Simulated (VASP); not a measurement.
# GaAs, band structure: which settings are enough?

GaAs, F-43m (no. 216), 2 atoms in the cell. PBE, spin-orbit coupling; PAW potentials As, Ga_d (PBE set). VASP 6.6.1.

Wanted: band energies at the path's corners within 0.02 eV; smallest gap over path and mesh within 0.01 eV.

What the run is for: bands; Accuracy asked: standard; Route: fixed density (ICHARG 11).

Band energies at the path's corners: counted from the valence top.

POSCAR:
```
GaAs
1.0
    0.0000000000      2.8268500000      2.8268500000
    2.8268500000      0.0000000000      2.8268500000
    2.8268500000      2.8268500000      0.0000000000
As Ga
1 1
Direct
    0.7500000000      0.7500000000      0.7500000000
    0.0000000000      0.0000000000      0.0000000000
```

The series start from Plane-wave cutoff (eV): 330; k-point mesh: 6 × 6 × 6; k points a path segment: 12; Electronic threshold (eV): 1e-6; Precision mode (PREC): Accurate; Bands in all (NBANDS): 42; Aspherical gradient terms in the spheres (LASPH): yes. Each series keeps the choices made before it, and each single choice may use up half of a tolerance. Times cover all steps of a run.

## Plane-wave cutoff (eV)

| Plane-wave cutoff (eV) | Band energies at the path's corners, largest deviation (eV) | Smallest gap over path and mesh (eV) | Time (s) |
|---|---|---|---|
| 230 | 0.006 | 0.404 | 156 |
| 280 | 0.001 | 0.407 | 168 |
| 330 | 0.001 | 0.407 | 249 |
| 370 | 0.000 | 0.407 | 312 |
| 460 | 0.000 | 0.408 | 364 |
| 580 (reference) | 0.000 | 0.408 | 410 |

Chosen: 230, the loosest value from which every tighter one stays within half of the tolerance.

## k-point mesh

| k-point mesh | Band energies at the path's corners, largest deviation (eV) | Smallest gap over path and mesh (eV) | Time (s) |
|---|---|---|---|
| 2 × 2 × 2 | 0.237 | 0.338 | 109 |
| 3 × 3 × 3 | 0.086 | 0.381 | 121 |
| 4 × 4 × 4 | 0.035 | 0.395 | 115 |
| 5 × 5 × 5 | 0.015 | 0.401 | 156 |
| 6 × 6 × 6 | 0.006 | 0.404 | 156 |
| 7 × 7 × 7 | 0.003 | 0.405 | 223 |
| 9 × 9 × 9 (reference) | 0.000 | 0.406 | 218 |

Chosen: 6 × 6 × 6.

## Electronic threshold (eV)

| Electronic threshold (eV) | Band energies at the path's corners, largest deviation (eV) | Smallest gap over path and mesh (eV) | Time (s) |
|---|---|---|---|
| 0.001 | 0.008 | 0.399 | 55 |
| 0.0001 | 0.003 | 0.403 | 52 |
| 1e-5 | 0.000 | 0.404 | 63 |
| 1e-6 | 0.000 | 0.404 | 104 |
| 1e-7 (reference) | 0.000 | 0.404 | 86 |

Chosen: 0.001.

## Precision mode (PREC)

| Precision mode (PREC) | Band energies at the path's corners, largest deviation (eV) | Smallest gap over path and mesh (eV) | Time (s) |
|---|---|---|---|
| SingleN | 0.009 | 0.402 | 40 |
| Normal | 0.000 | 0.400 | 31 |
| Accurate (reference) | 0.000 | 0.399 | 55 |

Chosen: SingleN.

## Bands in all (NBANDS)

| Bands in all (NBANDS) | Band energies at the path's corners, largest deviation (eV) | Smallest gap over path and mesh (eV) | Time (s) |
|---|---|---|---|
| 22 | 0.055 | 0.402 | 25 |
| 24 | 0.005 | 0.402 | 24 |
| 26 | 0.002 | 0.401 | 19 |
| 30 | 0.002 | 0.401 | 20 |
| 42 | 0.001 | 0.402 | 40 |
| 62 (reference) | 0.000 | 0.403 | 36 |

Chosen: 24.

## Aspherical gradient terms in the spheres (LASPH)

| Aspherical gradient terms in the spheres (LASPH) | Band energies at the path's corners, largest deviation (eV) | Smallest gap over path and mesh (eV) | Time (s) |
|---|---|---|---|
| no | 0.002 | 0.399 | 16 |
| yes (reference) | 0.000 | 0.402 | 24 |

Chosen: no.

Also changed on the way, by series that aren't shown: k points a path segment: 5.

## All choices together

| Input | Band energies at the path's corners, largest deviation (eV) | Smallest gap over path and mesh (eV) | Time (s) |
|---|---|---|---|
| the program's defaults (naive) | 0.035 | 0.394 | 78 |
| chosen settings | 0.008 | 0.402 | 19 |
| reference settings throughout | 0.000 | 0.410 | 1342 |

The tolerance is met.

1 cheaper combination failed this check first and made the worst setting one step tighter.

## The input

INCAR.step1:
```
SYSTEM = GaAs
  GGA = PE
  LSORBIT = .True.
  MAGMOM = 0 0 0 0 0 0
  LORBIT = 11
  ISMEAR = 0
  SIGMA = 0.03
  LWAVE = .False.
  LCHARG = .True.
  NBANDS = 24
  PREC = SingleN
  LASPH = .False.
  LREAL = .False.
  ALGO = Normal
  EDIFF = 1E-4
  NELM = 200
  GGA_COMPAT = .False.
  ENCUT = 230
  EFERMI = MIDGAP
```

INCAR.step2, as INCAR.step1 but for:
```
- LCHARG = .True.
+ LCHARG = .False.
+ ICHARG = 11
```

KPOINTS.step1:
```
Automatic mesh
0
Gamma
  6 6 6
  0 0 0
```

KPOINTS.step2:
```
path GXWKGLUWLK,UX
5
line-mode
reciprocal
 0.0000000000  0.0000000000  0.0000000000  G
 0.5000000000  0.0000000000  0.5000000000  X

 0.5000000000  0.0000000000  0.5000000000  X
 0.5000000000  0.2500000000  0.7500000000  W

 0.5000000000  0.2500000000  0.7500000000  W
 0.3750000000  0.3750000000  0.7500000000  K

 0.3750000000  0.3750000000  0.7500000000  K
 0.0000000000  0.0000000000  0.0000000000  G

 0.0000000000  0.0000000000  0.0000000000  G
 0.5000000000  0.5000000000  0.5000000000  L

 0.5000000000  0.5000000000  0.5000000000  L
 0.6250000000  0.2500000000  0.6250000000  U

 0.6250000000  0.2500000000  0.6250000000  U
 0.5000000000  0.2500000000  0.7500000000  W

 0.5000000000  0.2500000000  0.7500000000  W
 0.5000000000  0.5000000000  0.5000000000  L

 0.5000000000  0.5000000000  0.5000000000  L
 0.3750000000  0.3750000000  0.7500000000  K

 0.6250000000  0.2500000000  0.6250000000  U
 0.5000000000  0.0000000000  0.5000000000  X
```

Commands (each step's output is kept before the next begins):
```
cat potpaw_PBE.64/As/POTCAR potpaw_PBE.64/Ga_d/POTCAR > POTCAR
cp INCAR.step1 INCAR
cp KPOINTS.step1 KPOINTS
mpirun -np 1 vasp_ncl > vasp.out
cp INCAR.step2 INCAR
cp KPOINTS.step2 KPOINTS
mpirun -np 1 vasp_ncl > vasp.out
```

Limits: PBE gaps are mostly well below measured ones.

The chosen input took VASP 6.6.1 19 s on 1 core (Intel Xeon Platinum 8259CL @ 2.50GHz (Skylake/Cascade Lake)), a shared host.

## An input that fails: too few electronic steps

The electronic loop stops at its limit of 4 steps.

Changes against the starting input:
```
- NELM = 200
+ NELM = 4
```
